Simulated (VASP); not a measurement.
Set up this calculation in VASP 6.6.1, as the native input.

- Task: single point
- Functional: PBE
- Dispersion: D3(BJ)
- Potentials or basis: VASP PAW PBE potentials, release 64 (Be, C)
- Cutoff: 520 eV
- k mesh: 6 × 6 × 6
- Occupations: gaussian, width 0.1 eV
- Spin: no spin polarisation
- Dipole correction: no
- Further INCAR settings: ALGO = Normal; EDIFF = 1e-06; NBANDS = 11

The structure of Be2C lies in POSCAR:

```
Be2C
1.0
    0.0000000000      2.1367857876      2.1367857876
    2.1367857876      0.0000000000      2.1367857876
    2.1367857876      2.1367857876      0.0000000000
Be C
2 1
Direct
    0.7500000000      0.7500000000      0.7500000000
    0.2500000000      0.2500000000      0.2500000000
    0.0000000000      0.0000000000      0.0000000000
```

The cell is a database's computed one.

One way to write it, as run:

INCAR

```
SYSTEM = Be2C
  PREC = Accurate
  ENCUT = 520
  EDIFF = 1E-6
  ISMEAR = 0
  SIGMA = 0.1
  LREAL = .False.
  LASPH = .True.
  NELM = 100
  ALGO = Normal
  ISIF = 2
  LWAVE = .False.
  LCHARG = .False.
  GGA = PE
  IVDW = 12
  NBANDS = 11
```

KPOINTS

```
regular mesh
0
Gamma
  6 6 6
  0 0 0
```

Potentials or basis: VASP PAW PBE potentials, release 64 (Be, C).

Command:

```sh
$ cat potpaw_PBE.64/Be/POTCAR potpaw_PBE.64/C/POTCAR > POTCAR
$ mpirun -np 1 vasp_std > vasp.out
```

It gave:

```yaml
Pressure: 0.5 GPa
Band_gap_on_the_k_mesh: 1.17 eV, indirect (least direct gap 4.20 eV)
Dispersion_energy_per_atom: -0.325 eV
```

Caveat: the k mesh is coarse (spacing up to 0.42 Å⁻¹), so the values aren't converged.

It took 2.1 s on 1 thread of Intel(R) Xeon(R) 6975P-C (Granite Rapids), with other jobs on the host, peak memory 0.14 GiB.
